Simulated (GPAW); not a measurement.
Mg5Ge:

```xyz
6
Lattice="0.0000 4.0968 4.0968 4.0968 0.0000 4.0968 4.0968 4.0968 0.0000" Properties=species:S:1:pos:R:3 pbc="T T T"
Ge    0.0000    0.0000    0.0000
Mg    3.0712    5.1223    3.0712
Mg    3.0712    3.0712    5.1223
Mg    5.1223    5.1223    5.1223
Mg    5.1223    3.0712    3.0712
Mg    2.0484    2.0484    2.0484
```

The cell comes from a database or a generator and needn't be the stable form of this composition.

| Item | Value |
| --- | --- |
| Program | GPAW 26.7.0 |
| Task | relaxation of cell and atoms |
| Functional | PBEsol |
| Dispersion | D3(BJ) |
| Potentials or basis | PAW data sets generated in the run's folder for this functional |
| Cutoff | 800 eV |
| Basis | pw |
| k mesh | 4 × 4 × 4 |
| Occupations | fermi-dirac, width 0.05 eV |
| Spin | no spin polarisation |

At the start: pressure -1.9 GPa; volume 22.92 Å³/atom.

Task: Where does the relaxation end?

Result: Over 5 steps the energy falls by 2.4 meV/atom and the volume is 22.53 Å³/atom (-1.7 %); space group F-43m (No. 216, to 0.05 Å).

Step by step:
```tsv
step	energy change (eV)	largest force (eV/Å)	pressure (GPa)	volume (Å³)
1	0.0000	0.0062	-1.91	137.52
2	-0.0030	0.0084	-1.74	137.25
3	-0.0138	0.0321	0.36	134.60
4	-0.0146	0.0245	0.08	135.03
5	-0.0147	0.0174	-0.02	135.15
```

Final structure:
```yaml
crystal:
  lattice:
    - [0.00000, 4.07316, 4.07316]
    - [4.07316, 0.00000, 4.07316]
    - [4.07316, 4.07316, 0.00000]
  atoms:
    - { symbol: Ge, position: [0.00000, 0.00000, 0.00000] }
    - { symbol: Mg, position: [0.62503, 0.12492, 0.62503] }
    - { symbol: Mg, position: [0.62503, 0.62503, 0.12492] }
    - { symbol: Mg, position: [0.62503, 0.62503, 0.62503] }
    - { symbol: Mg, position: [0.12492, 0.62503, 0.62503] }
    - { symbol: Mg, position: [0.25000, 0.25000, 0.25000] }
```

Caveat: later steps reuse the first step's grids; pairwise dispersion overbinds metals, which lowers pressure and volume.
